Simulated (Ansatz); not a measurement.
# Mg2Zn3O5: the cost of one run

Method: DFT PBE, scalar-relativistic, plane waves, PAW, in Ansatz 0.2.0.

## Step 1: The structure to begin with

It takes space group R-3m (No. 166, trigonal). The conventional cell has a = 3.267 Å, b = 3.267 Å, c = 40.013 Å, α = 90.00°, β = 90.00°, γ = 120.00°. Mg (site symmetry 3m) is surrounded by 6 O at 2.31 Å. Around Zn (site symmetry 3m) lie 6 O at 2.31 Å. Zn (site symmetry -3m) has 6 O at 2.31 Å in its first shell of neighbours. Around O (site symmetry 3m) lie 3 Mg at 2.31 Å and 3 Zn at 2.31 Å. Around O (site symmetry -3m) lie 6 Zn at 2.31 Å.

As a file:

```cif
data_structure
_symmetry_space_group_name_H-M 'P 1'
_symmetry_Int_Tables_number 1
_cell_length_a 13.4703
_cell_length_b 13.4703
_cell_length_c 13.4703
_cell_angle_alpha 13.931
_cell_angle_beta 13.931
_cell_angle_gamma 13.931
_cell_volume 123.29
loop_
_atom_site_label
_atom_site_type_symbol
_atom_site_fract_x
_atom_site_fract_y
_atom_site_fract_z
_atom_site_occupancy
Mg1 Mg 0.90000 0.90000 0.90000 1
Mg2 Mg 0.10000 0.10000 0.10000 1
Zn1 Zn 0.30000 0.30000 0.30000 1
Zn2 Zn 0.50000 0.50000 0.50000 1
Zn3 Zn 0.70000 0.70000 0.70000 1
O1 O 0.60000 0.60000 0.60000 1
O2 O 0.20000 0.20000 0.20000 1
O3 O 0.80000 0.80000 0.80000 1
O4 O 0.40000 0.40000 0.40000 1
O5 O 0.00000 0.00000 0.00000 1
```

The start is an ordering of an alloy on its end members' structure types: elements ordered on the sites of the ZnO type, Zn/Mg on Zn (R-3m, No. 166).

## Step 2: Probe: one point on a coarse mesh

Input file input.yaml:

```yaml
crystal:
  lattice:
    - [1.63351554, 0.94311064, 13.33759856]
    - [-1.63351554, 0.94311064, 13.33759856]
    - [0.0, -1.88622128, 13.33759856]
  atoms:
    - { symbol: Mg, position: [0.9, 0.9, 0.9] }
    - { symbol: Mg, position: [0.1, 0.1, 0.1] }
    - { symbol: Zn, position: [0.3, 0.3, 0.3] }
    - { symbol: Zn, position: [0.5, 0.5, 0.5] }
    - { symbol: Zn, position: [0.7, 0.7, 0.7] }
    - { symbol: O, position: [0.6, 0.6, 0.6] }
    - { symbol: O, position: [0.2, 0.2, 0.2] }
    - { symbol: O, position: [0.8, 0.8, 0.8] }
    - { symbol: O, position: [0.4, 0.4, 0.4] }
    - { symbol: O, position: [0.0, 0.0, 0.0] }
basis:
  ecutwfc: 420
kpoints:
  mp_grid: { grid: [6, 6, 6] }
hamiltonian:
  xc: pbe
scf:
  occupations: { method: gaussian, width: 0.1 }
  lower_state_search: "off"
output:
  forces: true
  stress: true
  eigenvalues: true
```

On the command line:

```
$ ansatz run input.yaml --threads 4 --pin off --max-ram 8192MiB --backend cpu --events-out ev --progress --plain --runs-dir out
```

What time and memory should one allow on 4 threads of Intel Xeon at 2.50GHz (Skylake/Cascade Lake), shared host?

About 8.1 s, with a peak of 0.58 GiB.
